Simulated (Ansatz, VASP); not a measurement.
One calculation of Ta, two programs

```xyz
1
Lattice="-1.6513 1.6513 1.6513 1.6513 -1.6513 1.6513 1.6513 1.6513 -1.6513" Properties=species:S:1:pos:R:3 pbc="T T T"
Ta    0.0000    0.0000    0.0000
```

Alike in both runs: task single point; functional r2SCAN; dispersion rVV10; k mesh 11 × 11 × 11; no spin polarisation.

|  | VASP | Ansatz |
| --- | --- | --- |
| version | VASP 6.6.1 | Ansatz 0.2.0 |
| potentials or method | VASP PAW PBE potentials, release 64 (Ta_pv) | Ansatz PAW |
| plane-wave cutoff (eV) | 520 | 500 |
| occupations | methfessel-paxton of order 1, width 0.05 eV | cold, width 0.05 eV |
| valence electrons in the cell | 11 | 13 |

VASP gave:

| Property | Result |
| --- | --- |
| gap on the k mesh at the Fermi level (eV) | none |
| pressure (GPa) | -0.7 |

**Question.** Estimate Ansatz's values.

**Answer.** gap on the k mesh at the Fermi level (eV): none; pressure (GPa): -1.9.

A gap of «none» marks a metal or a gap that the smearing closes. The two sets of potentials don't hold the same shells in valence.

Caveats: the PAW data sets were made with another functional, which shifts forces and pressure a little (VASP); the PAW data sets come from PBE, with cores solved anew for the run's functional, which leaves a small shift of forces and pressure (Ansatz). Spin-orbit coupling is left out, which matters for the levels of Ta.
